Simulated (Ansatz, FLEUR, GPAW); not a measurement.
## Al2Au: programs and potentials compared

```
Au Al
1.0
     0.00000    3.00000    3.00000
     3.00000    0.00000    3.00000
     3.00000    3.00000    0.00000
Au Al
1 2
Cartesian
  0.0000 0.0000 0.0000
  4.5000 4.5000 4.5000
  1.5000 1.5000 1.5000
```

Alike in all runs: task equation of state; functional LDA; k mesh 8 × 8 × 8; occupations fermi-dirac, width 0.05 eV; no spin polarisation; no spin-orbit coupling. LDA stands for any of its common fits.

| program and potentials | plane-wave cutoff (eV) | notes | equilibrium volume (Å³/atom) | bulk modulus (GPa) |
| --- | --- | --- | --- | --- |
| FLEUR, all-electron, FLAPW | - | - | ? | ? |
| GPAW, the program's PAW data sets (release 1.2.1) made for this functional | 600 | - | 17.65 | 120.8 |
| Ansatz, all-electron LAPW, scalar-relativistic | - | - | 17.59 | 120.5 |

Task: Estimate from the other rows what the run with FLEUR, all-electron, FLAPW gave.

Result: Equilibrium volume 17.58 Å³/atom; bulk modulus 120.7 GPa. The other rows, which needn't bracket it: equilibrium volume 17.59 to 17.65; bulk modulus 120.5 to 120.8.
